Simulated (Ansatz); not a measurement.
Ti3SiC2 in space group P6_3/mmc (No. 194; Ti on 4f, Ti on 2a, Si on 2b, C on 4f) at seven volumes, plane-wave PAW PBE (Ansatz code), shape and atoms relaxed at each. One row is withheld.

| V (Å³/atom) | P (GPa) |
|---|---|
| 10.986 | 21.19 |
| 11.348 | 12.97 |
| 11.711 | 5.97 |
| 12.073 | 0.00 |
| 12.435 | -5.08 |
| 12.797 | -9.42 |
| 13.159 | ? |

Q: Fit the shown pressures and predict the withheld one.

A: P = (3/2)B₀(x^(7/2) − x^(5/2))[1 + (3/4)(B′ − 4)(x − 1)] with x = (V₀/V)^(2/3). Least squares on the six rows gives V₀ = 12.073 Å³/atom, B₀ = 183 GPa, B′ = 4.29. At V = 13.159, x = 0.9442 and P = -13.11 GPa. The run itself gave -13.08 GPa.

Symmetry was held in the PBE relaxation. The run is not spin-polarised.

Potentials: the earlier of the program's two PAW sets.
